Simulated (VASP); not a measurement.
## NaCl: relaxation of the atoms with LDA

NaCl:

```xyz
2
Lattice="0.0000 2.7335 2.7335 2.7335 0.0000 2.7335 2.7335 2.7335 0.0000" Properties=species:S:1:pos:R:3 pbc="T T T"
Na    0.0000    2.7335    2.7335
Cl    2.7335    2.7335    2.7335
```

```yaml
Program: VASP 6.6.1
Task: relaxation of the atoms
Functional: LDA
Potentials_or_basis: VASP PAW LDA potentials, release 64 (Na_pv, Cl)
Cutoff: 600 eV
k_mesh: 8 × 8 × 8
Occupations: gaussian, width 0.03 eV
Spin: no spin polarisation
Further_INCAR_settings: ALGO = Normal; EDIFF = 1e-07; IBRION = 2; EDIFFG = -0.01; NSW = 40
```

- Pressure after relaxing: 0.0 GPa
- Band gap on the k mesh: 5.07 eV, direct

Final structure:
```xyz
2
Lattice="0.0000 2.7335 2.7335 2.7335 0.0000 2.7335 2.7335 2.7335 0.0000" Properties=species:S:1:pos:R:3 pbc="T T T"
Na    0.0000    0.0000    0.0000
Cl    2.7335    2.7335    2.7335
```

Levels at points of the mesh, in eV from the valence-band top:
| k point | band 5 | band 6 | band 7 | band 8 | band 9 | band 10 |
| --- | --- | --- | --- | --- | --- | --- |
| (0.00, 0.00, 0.00) | 0.00 | 0.00 | 0.00 | 5.07 | 10.93 | 10.93 |
| (0.50, 0.00, 0.00) | -2.33 | -0.33 | -0.33 | 7.05 | 10.90 | 10.90 |
| (0.50, 0.50, 0.00) | -2.01 | -0.72 | -0.72 | 7.43 | 7.64 | 11.61 |

It took 4.9 s on 1 thread of Intel(R) Xeon(R) 6975P-C (Granite Rapids) (shared host), peak memory 0.15 GiB.

Caveat: the relaxation stopped at its first step, so nothing moved. LDA gaps usually lie below the measured ones, often by a third to a half.
